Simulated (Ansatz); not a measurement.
# MoSi2P4 monolayer in a perpendicular field, part 2 of 2

What dipole does a perpendicular field induce in the MoSi2P4 monolayer, and does the gap follow? A positive field points along +c.

Ansatz 0.2.0; plane-wave DFT, PBE-D3(BJ), Ansatz PAW.

So far. Step 2 (Relaxation): The lattice constant a goes from 3.480 to 3.415 Å.

### 3. Atoms held, field 0

A sawtooth potential applies the field, turning back in the middle of the vacuum. With the dipole correction the typed value is the field outside the slab. The induced dipole is small, so the SCF threshold is tight.

The cell differs from the one that the last finished run ended in (c 47.564 → 27.426 Å).

Input file input.yaml:

```yaml
crystal:
  lattice:
    - [3.4152812311, 0.0, 0.0]
    - [-1.7076406155, 2.9577203072, 0.0]
    - [0.0, 0.0, 27.4261191215]
  atoms:
    - { symbol: P, position: [0.0, 0.0, 0.3281543393] }
    - { symbol: Si, position: [0.3333333333, 0.6666666667, 0.3662441322] }
    - { symbol: P, position: [0.3333333333, 0.6666666667, 0.4477814503] }
    - { symbol: Mo, position: [0.0, 0.0, 0.5] }
    - { symbol: P, position: [0.3333333333, 0.6666666667, 0.5522185497] }
    - { symbol: Si, position: [0.3333333333, 0.6666666667, 0.6337558678] }
    - { symbol: P, position: [0.0, 0.0, 0.6718456607] }
kpoints:
  mp_grid: { grid: [18, 18, 1] }
  band_path:
    path: [[0, 0, 0], [0.5, 0, 0], [0.33333333, 0.33333333, 0], [0, 0, 0]]
    npoints: 16
hamiltonian:
  xc: pbe
  dispersion: d3bj
scf:
  occupations: { method: fermi_dirac, width: 0.02585 }
  convergence: { dr2_threshold: 1.0e-10 }
efield:
  axis: 3
  dipole_correction: true
  ramp_position: 0.97
  ramp_width: 0.06
  amplitude: 0
output:
  dos: { projected: true, e_range: [-6, 5] }
  write_potential: true
  write_density: true
  volumetric_format: npy
  elf: true
```

Run with:

```console
$ ansatz run input.yaml --threads 2 --pin off --max-ram 3072MiB --backend cpu --events-out ev --progress --plain --runs-dir out
```

Numbers of over 12 decimals in the logs are rounded to 6 here.

The log of the run:

```text
[...]
Crystal: 7 atoms, lattice volume = 277.043 Å³
Basis set: ecut = 420 eV, 5395 PW (Γ)
Bands: 28, of which v1, the nominal top of the filled ones, is band 21 counted from 1 (20 counted from 0)
Symmetry: 6 space group operations
k-points: 37 of 324 (time reversal used)
[...]
SCF iter   1: F=—  HF=-9255.204062 eV  |F-HF|=—  |Δ(HF+E_count)|=         —  Δρ=6.05e-3  dr2=8.56e-1  ethr=1.77e-3  p=0.000 e·Å  D=8.98e-14 V/Å  ΔV_dip=-0.00 eV  dr2_dipole=3.62e-8  V_vac-E_F(+/−)=5.45/5.45 eV  ⟨swp⟩=11.9  Hψ=7531  notcnv=0  defer=2
efield: sawtooth ramp at fractional position 0.9700 (set: `efield.ramp_position`, or a place that a band, a saddle search or an elastic batch's reference lends), width 0.0600; the density the first Hamiltonian is built on has a dipole p = 0.000 e·Å; the dipole correction subtracts the counter field D = 8.98e-14 V/Å, which shifts the + side's vacuum level by -0.00 eV against the − side's; the planar-averaged density in the ramp window peaks in size at 4.4e-6 e/Å³
[...]
SCF iter   2: F=—  HF=-9256.554878 eV  |F-HF|=—  |Δ(HF+E_count)|=    1.35e0  Δρ=2.52e-2  dr2=2.05e1  ethr=1.77e-3  p=0.000 e·Å  D=1.09e-4 V/Å  ΔV_dip=-0.00 eV  dr2_dipole=8.32e-6  V_vac-E_F(+/−)=2.77/2.77 eV  ⟨swp⟩=4.8  Hψ=2264  notcnv=0  defer=78  recentre
[...]
SCF iter  16: F=-9255.118964 eV  HF=-9255.118964 eV  |F-HF|=7.28e-12  |Δ(HF+E_count)|=  1.27e-11  Δρ=3.76e-8  dr2=1.22e-11  ethr=1.00e-12  p=-0.000 e·Å  D=-7.57e-8 V/Å  ΔV_dip=0.00 eV  dr2_dipole=1.21e-12  V_vac-E_F(+/−)=4.93/4.93 eV  ⟨swp⟩=1.1  Hψ=2211  notcnv=0
SCF 1 converged in 16 iterations: F = -9255.118964 eV  dr2 = 1.22e-11
[...]
NSCF: frozen V_eff on 49 k-points
efield: sawtooth ramp at fractional position 0.9700 (kept from the solve that this one continues, or follows in the run), width 0.0600; the density the first Hamiltonian is built on has a dipole p = -0.000 e·Å; the dipole correction subtracts the counter field D = -7.57e-8 V/Å, which shifts the + side's vacuum level by +0.00 eV against the − side's; the planar-averaged density in the ramp window peaks in size at 1.2e-6 e/Å³
WARN: The output density's exchange-correlation potential varies sharply where the density is thin. Do not read a vacuum level from v_tot or v_xc, or from such a field of the output density. On a cell that repeats whose density bears no net charge and no dipole along the vacuum's axis use v_es (v_loc + v_h of the components); under efield.dipole_correction with no amplitude use v_es + v_field, which holds any externa [...]
SCF converged after 16 iterations
Free energy (F): -9255.118964 eV
[...]
Internal energy: -9255.118964 eV  (E = F + TS)
E sigma→0 (E₀):  -9255.118964 eV
Fermi energy:    1.475312 eV
Dipole field:    D = 0.000001 V/Å  (p = 0.000002 e·Å, saw-weighted, corrected)
Work function:   Φ+ = 4.9317 eV   Φ− = 4.9318 eV
Levels:          The Fermi level and band energies are counted from a zero that moves with the ramp; work functions are not
[...]
--- Band table (eV; the first three rows and the last of 37) ---
  k-point 0: bands = [... 17 lower, 0.3582, 0.4172, 0.4172, 0.7537, 3.7890, 3.7890, 4.0982, 4.0982, ... 3 higher]
  k-point 1: bands = [... 17 lower, 0.2294, 0.2613, 0.3268, 0.7736, 3.6763, 3.8773, 3.9397, 4.1217, ... 3 higher]
  k-point 2: bands = [... 17 lower, 0.0145, 0.0964, 0.1701, 0.7310, 3.4290, 3.5726, 4.0952, 4.0987, ... 3 higher]
  k-point 36: bands = [... 17 lower, -1.7071, -0.4849, 0.1994, 0.9809, 1.9696, 2.5268, 2.6523, 3.5643, ... 3 higher]
```

Elapsed: 17 s, on 2 threads of Intel Xeon Platinum 8559C (Emerald Rapids), shared host; peak memory 0.72 GiB.

In the SCF lines HF is the Harris–Foulkes energy and dr2 the Hartree energy of the density residual, in eV; the loop may stop once dr2 is under the threshold and the program's other checks hold. Hψ counts applications of the Hamiltonian.

This step gave:

| Item | Value |
| --- | --- |
| gap on the k-mesh | 0.9887 eV |
| dipole along the normal | 1.81e-6 e·Å |
| gap along the path | 0.9887 eV |
| smallest direct gap along the path | 0.9887 eV |
| ionisation energy, upper face | 5.426 eV |
| electron affinity, upper face | 4.437 eV |
| gap, the smaller of path and mesh | 0.9887 eV |

Running mean over a fixed 2.7 Å (it still follows the layers) of the planar mean; the ramp of the sawtooth is left out. Electron's electrostatic potential energy less the Fermi level against z:

```tsv
z (Å)	electron's electrostatic potential energy less the Fermi level (eV)
3.5	4.93
4.0	4.93
4.5	4.93
5.0	4.93
5.5	4.92
6.0	4.88
6.5	4.72
7.0	4.05
7.5	1.88
8.0	-1.23
8.5	-4.31
9.0	-7.13
9.5	-8.50
10.0	-7.88
10.5	-6.27
11.0	-5.68
11.5	-5.23
12.0	-5.56
12.5	-8.26
13.0	-10.6
13.5	-10.9
14.0	-10.9
14.5	-10.4
15.0	-7.81
15.5	-5.37
16.0	-5.32
16.5	-5.73
17.0	-6.45
17.5	-8.08
18.0	-8.44
18.5	-6.76
19.0	-3.87
19.5	-0.765
20.0	2.31
20.5	4.21
21.0	4.76
21.5	4.89
22.0	4.92
22.5	4.93
23.0	4.93
23.5	4.93
24.0	4.93
```

The density of states has structure finer than the step of the table below, so its rows give means over 0.25 eV, whole bins alone (the curve runs from -6 to 2.49 eV). Peaks (eV: height): -5.530: 9.74, -4.950: 7.29, -2.720: 9.14, -2.090: 13.8, -1.920: 7.31, -1.340: 7.78, 1.330: 8.56.

Table of density of states by energy, zero at the Fermi level of the run, which the smearing sets inside the gap; means over each step:

energy (eV), density of states (states/eV a cell) and a bar:
```
    -5.75        3.9 ##############
    -5.50        4.1 ###############
    -5.25        3.3 ############
    -5.00        4.1 ###############
    -4.75        3.7 #############
    -4.50        3.6 #############
    -4.25        2.9 ##########
    -4.00        3.7 #############
    -3.75        4.0 ##############
    -3.50        3.4 ############
    -3.25        5.0 ##################
    -3.00        5.0 ##################
    -2.75        7.4 ##########################
    -2.50        4.8 #################
    -2.25        5.3 ###################
    -2.00        8.4 ##############################
    -1.75        5.1 ##################
    -1.50        3.2 ###########
    -1.25        4.5 ################
    -1.00        2.8 ##########
    -0.75        1.6 ######
    -0.50        0.2 #
    -0.25        0.0 
     0.00        0.0 
     0.25        0.0 
     0.50        0.2 #
     0.75        1.0 ###
     1.00        1.9 #######
     1.25        6.5 #######################
     1.50        5.2 ###################
     1.75        5.2 ###################
     2.00        4.1 ###############
     2.25        3.2 ############
```

Projected DOS per atom over height of the atomic layer and energy from the Fermi level. Layers: P Si P Mo P Si P from below.

Ten even steps from '_' (0.00 states/eV) to '@' (2.28 states/eV), each cell a mean:
```
......::......
::::::++::::::
::::::@@::::::
......##......
______::______
______________
______________
______________
______==______
..__::%%::__..
::__::--::__::
**..==**==..**
--..--++--..--
++::==++==::++
--::------::--
::....--....::
::::::--::::::
....::::::....
....------....
..::------::..
::::::..::::::
..............
```
Columns: height of the atomic layer (Å) from 9 to 18.4 (not evenly spaced); rows upwards: energy from the Fermi level (eV) from -5.96 to 2.41.

Electronic bands along the path, in eV, zero at the Fermi level of the run, which the smearing sets inside the gap:

```tsv
point	band 18	band 19	band 20	band 21	band 22	band 23	band 24	band 25
Γ	-1.12	-1.06	-1.06	-0.72	2.31	2.31	2.62	2.62
halfway	-2.11	-2.04	-1.73	-1.24	1.35	1.62	2.08	2.23
M	-2.31	-2.17	-1.73	-1.01	1.08	1.19	1.29	1.52
halfway	-2.60	-2.09	-1.65	-0.90	0.86	1.20	1.63	2.56
K	-3.18	-1.96	-1.28	-0.49	0.49	1.05	1.18	2.09
halfway	-2.25	-2.12	-1.67	-1.31	1.42	1.68	1.91	3.11
Γ	-1.12	-1.06	-1.06	-0.72	2.31	2.31	2.62	2.62
```

Electrostatic potential energy in the ca plane at fractional y = 0.667, with atoms of Si and P within 0.2 Å of it. With pseudopotentials it is smooth inside the atoms' cores, unlike the true potential.

Ten even steps from '0' (-63 eV) to '9' (6 eV), each cell a mean:
```
99999999998889999999998878899999999988899999
99999999998889999999998777899999999988899999
99999999998888899999998888899999998888999999
99999999999887678987778888877789876788999999
99999999999863237863127898621378732368999999
99999999999840016850005898400058610048999999
99999999999851026851015898500168620158999999
99999999999875468885458898754588854578999999
99999999999888889998888888888899988888999999
```
Columns run along c (16.0 Å, from fractional 0.18 to 0.77 of the cell; values clipped at the 3rd and 97th percentile), rows up along a (3.4 Å). Atoms in or near the plane, at fractional coordinates: Si at (0.37, 0.33), P at (0.45, 0.33), P at (0.55, 0.33), Si at (0.63, 0.33).

ELF in the ca plane at fractional y = 0.667, with atoms of Si and P within 0.2 Å of it. It is the smooth field of the valence electrons, not physical close to the nuclei.

Values, 5 rows by 16 columns, each cell a mean:
```
0.00 0.00 0.00 0.00 0.01 0.15 0.65 0.69 0.56 0.14 0.24 0.22 0.21 0.28 0.15 0.25
0.00 0.00 0.00 0.00 0.00 0.08 0.46 0.67 0.69 0.33 0.51 0.47 0.23 0.58 0.41 0.42
0.00 0.00 0.00 0.00 0.00 0.01 0.08 0.38 0.45 0.71 0.57 0.58 0.39 0.51 0.72 0.56
0.00 0.00 0.00 0.00 0.00 0.00 0.04 0.27 0.33 0.76 0.46 0.42 0.40 0.27 0.71 0.58
0.00 0.00 0.00 0.00 0.00 0.04 0.27 0.59 0.70 0.51 0.66 0.64 0.29 0.73 0.60 0.52
```
Columns run along c (16.0 Å, from fractional 0.06 to 0.64 of the cell), rows up along a (3.4 Å). Atoms in or near the plane, at fractional coordinates: Si at (0.37, 0.33), P at (0.45, 0.33), P at (0.55, 0.33), Si at (0.63, 0.33).

Valence density in the ca plane at fractional y = 0.667, with atoms of Si and P within 0.2 Å of it. It is the smooth field of the valence electrons, not physical close to the nuclei.

Values in e/Å³, 5 rows by 16 columns, each cell a mean:
```
0.00 0.00 0.00 0.00 0.00 0.01 0.09 0.34 0.28 0.08 0.12 0.27 0.46 0.21 0.09 0.12
0.00 0.00 0.00 0.00 0.00 0.01 0.07 0.31 0.35 0.15 0.25 0.37 0.38 0.36 0.19 0.19
0.00 0.00 0.00 0.00 0.00 0.00 0.03 0.22 0.32 0.42 0.55 0.57 0.35 0.57 0.56 0.35
0.00 0.00 0.00 0.00 0.00 0.00 0.03 0.19 0.22 0.50 0.52 0.50 0.36 0.43 0.65 0.35
0.00 0.00 0.00 0.00 0.00 0.00 0.05 0.27 0.39 0.25 0.41 0.49 0.35 0.53 0.32 0.27
```
Columns run along c (16.0 Å, from fractional 0.06 to 0.64 of the cell), rows up along a (3.4 Å). Atoms in or near the plane, at fractional coordinates: Si at (0.37, 0.33), P at (0.45, 0.33), P at (0.55, 0.33), Si at (0.63, 0.33).

The gap is 0.99 eV, with the valence edge 5.43 eV and the conduction edge 4.44 eV under the upper vacuum level.

### 4. Single point, field 0.1 V/Å

input.yaml, as its differences from that of step 3:

```diff
@@ -29,5 +29,4 @@
   ramp_width: 0.06
-  amplitude: 0
+  amplitude: 0.1
 output:
-  dos: { projected: true, e_range: [-6, 5] }
   write_potential: true
@@ -35,2 +34 @@
   volumetric_format: npy
-  elf: true
```

The log of the run:

```text
[...]
Crystal: 7 atoms, lattice volume = 277.043 Å³
Basis set: ecut = 420 eV, 5395 PW (Γ)
Bands: 28, of which v1, the nominal top of the filled ones, is band 21 counted from 1 (20 counted from 0)
Symmetry: 6 space group operations
k-points: 37 of 324 (time reversal used)
[...]
k-point 0: bands = [... 17 lower, 0.3475, 0.4273, 0.4273, 0.7537, 3.7879, 3.7879, 4.0984, 4.0984, ... 3 higher]
  k-point 1: bands = [... 17 lower, 0.2300, 0.2516, 0.3359, 0.7737, 3.6750, 3.8762, 3.9399, 4.1219, ... 3 higher]
  k-point 2: bands = [... 17 lower, 0.0067, 0.1036, 0.1694, 0.7311, 3.4265, 3.5739, 4.0854, 4.1076, ... 3 higher]
  k-point 36: bands = [... 17 lower, -1.7077, -0.4860, 0.2001, 0.9804, 1.9692, 2.5260, 2.6517, 3.5642, ... 3 higher]
[key lines of the parts left out:]
SCF converged after 18 iterations
Free energy (F): -9255.122110 eV
Fermi energy:    1.474912 eV
Dipole field:    D = 0.041104 V/Å  (p = 0.062932 e·Å, saw-weighted, corrected)
```

The job ended after 18 s (2 threads; peak memory 0.7 GiB; 36 s of CPU time).

The dipole is 0.0629 e·Å, and the gap 0.989 eV.

### 5. Atoms held, field -0.1 V/Å

input.yaml, as its differences from that of step 4:

```diff
@@ -29,3 +29,3 @@
   ramp_width: 0.06
-  amplitude: 0.1
+  amplitude: -0.1
 output:
```

The log of the run:

```text
[...]
Crystal: 7 atoms, lattice volume = 277.043 Å³
Basis set: ecut = 420 eV, 5395 PW (Γ)
Bands: 28, of which v1, the nominal top of the filled ones, is band 21 counted from 1 (20 counted from 0)
Symmetry: 6 space group operations
k-points: 37 of 324 (time reversal used)
[...]
k-point 0: bands = [... 17 lower, 0.3475, 0.4273, 0.4273, 0.7537, 3.7879, 3.7879, 4.0984, 4.0984, ... 3 higher]
  k-point 1: bands = [... 17 lower, 0.2300, 0.2516, 0.3359, 0.7737, 3.6750, 3.8762, 3.9399, 4.1219, ... 3 higher]
  k-point 2: bands = [... 17 lower, 0.0067, 0.1036, 0.1694, 0.7311, 3.4265, 3.5739, 4.0854, 4.1076, ... 3 higher]
  k-point 36: bands = [... 17 lower, -1.7077, -0.4860, 0.2001, 0.9804, 1.9692, 2.5260, 2.6517, 3.5642, ... 3 higher]
[key lines of the parts left out:]
SCF converged after 18 iterations
Free energy (F): -9255.122110 eV
Fermi energy:    1.474912 eV
Dipole field:    D = -0.041104 V/Å  (p = -0.062932 e·Å, saw-weighted, corrected)
```

Run time: 18 s. Hardware: 2 threads; peak memory 0.7 GiB.

The dipole is -0.0629 e·Å, and the gap 0.989 eV.

### 6. Response, atoms held

This step: plane-wave DFT, PBE-D3(BJ), Ansatz PAW; response to a field along the normal, atoms held (Ansatz 0.2.0).

The dipoles give the slope, and the difference of two potentials shows where the field is screened.

Numbers from this step:

```
equivalent conductor thickness p/(ε₀AE) : 11.27 Å
distance between the outer atoms        : 9.426 Å
```

Dipole of the cell against applied field:

```tsv
applied field (V/Å)	dipole of the cell (e·Å)
-0.1000	-0.0629
0.0000	1.8e-6
0.1000	0.0629
```

Local field over the applied field, running mean. From the potentials at -0.1 and 0.1 V/Å; running mean over 2.5 Å. The local field over applied field by z:

```tsv
z (Å)	local field over applied field
4.5	0.998
5.0	0.995
5.5	0.986
6.0	0.961
6.5	0.899
7.0	0.781
7.5	0.613
8.0	0.434
8.5	0.259
9.0	0.125
9.5	0.0716
10.0	0.0679
10.5	0.0767
11.0	0.0929
11.5	0.0922
12.0	0.0722
12.5	0.0549
13.0	0.0432
13.5	0.0328
14.0	0.0338
14.5	0.0449
15.0	0.0568
15.5	0.0755
16.0	0.0943
16.5	0.0906
17.0	0.0747
17.5	0.0673
18.0	0.0746
18.5	0.141
19.0	0.283
19.5	0.461
20.0	0.640
20.5	0.802
21.0	0.912
21.5	0.966
22.0	0.988
22.5	0.996
23.0	0.999
```

The induced electron density oscillates, so the rows of the table below give means over windows of 0.5 Å about each position, cut where the curve ends. Its maxima inside the range that stand out by 2 % of the span (Å: e/Å³ per V/Å): 8.00: 0.00369, 9.28: 8.4e-4, 11.00: 5.3e-4, 12.28: 8.3e-4, 14.57: 3.3e-4, 15.71: -1.1e-5, 17.28: 0.00155, 18.57: -4.8e-4. Its minima: 8.86: 4.8e-4, 10.14: -0.00155, 11.71: 1.1e-5, 12.86: -3.3e-4, 15.14: -8.3e-4, 16.43: -5.3e-4, 18.14: -8.4e-4, 19.43: -0.00369.

Electrons, planar mean, per unit field. Induced electron density against z; means over each step:

z (Å), induced electron density (e/Å³ per V/Å) and a bar from the least value:
```
      4.5    0.00001 ###############
      5.0    0.00002 ###############
      5.5    0.00007 ###############
      6.0    0.00020 ################
      6.5    0.00053 #################
      7.0    0.00132 #####################
      7.5    0.00269 ###########################
      8.0    0.00350 ##############################
      8.5    0.00181 #######################
      9.0    0.00061 ##################
      9.5    0.00046 #################
     10.0   -0.00113 ##########
     10.5   -0.00066 ############
     11.0    0.00043 #################
     11.5    0.00015 ################
     12.0    0.00050 #################
     12.5    0.00036 #################
     13.0   -0.00023 ##############
     13.5   -0.00007 ###############
     14.0    0.00009 ###############
     14.5    0.00023 ################
     15.0   -0.00049 #############
     15.5   -0.00039 #############
     16.0   -0.00020 ##############
     16.5   -0.00037 #############
     17.0    0.00089 ###################
     17.5    0.00094 ###################
     18.0   -0.00060 ############
     18.5   -0.00062 ############
     19.0   -0.00215 ######
     19.5   -0.00351 
     20.0   -0.00248 ####
     20.5   -0.00117 ##########
     21.0   -0.00046 #############
     21.5   -0.00017 ##############
     22.0   -0.00006 ###############
     22.5   -0.00002 ###############
     23.0   -0.00001 ###############
```

The smaller of the gaps on the path and on the k-mesh, counted as 0 under 0.03 eV. The gap stays at 0.989 eV for applied field from -0.1 to 0.1 V/Å.

By hand: between -0.1 and 0.1 V/Å the dipole changes by 0.1259 e·Å, a slope of 0.6293 e·Å²/V. A perfect conductor of thickness t has p = ε₀AEt, so t = 180.95 × 0.6293 / 10.101 = 11.27 Å (e/ε₀ = 180.95 V·Å, A in Å²).

The induced dipole is that of a conductor 11.27 Å thick.

### 7. Results

```yaml
gap_without_field: 0.989 eV
ionisation_energy_upper_face: 5.43 eV
electron_affinity_upper_face: 4.44 eV
equivalent_conductor_thickness_atoms_held: 11.3 Å
```

**Reading.** The induced dipole equals that of a perfect conductor 11.27 Å thick, while the outer atoms lie 9.43 Å apart; an out-of-plane ε follows only once a thickness t is chosen, by 1 − 1/ε = 11.27 Å / t. The gap stays within 0.01 eV of 0.99 eV over the fields run, up to 0.1 V/Å in size. Semilocal functionals give gaps that are too small, and excitons are not included. Spin-orbit coupling is left out, which matters for the bands of elements this heavy. The outer anions sit over the metal atoms, one of several polytypes of such layers and not the lowest for every compound.

[Logs are printed without paths, hosts, clocks, repeated set-up lines and the standing remarks that a program may print on its own settings, such as how far it seeks lower states.]

[Hosts, paths, dates, database ids (printed as entryN), source tags and the programs' standing remarks are cut or masked in the printed files.]

[Maps of the electrostatic potential energy from Ansatz leave out the sawtooth potential of an applied field or a dipole correction, so their vacuum need not be flat; planar profiles and work functions include it.]

[The density of states shown here was stored with 400 of the rows of the run's finer table, so its peaks can read low, often by over a quarter, or be missed, and its means over a window can be off by a tenth or more.]
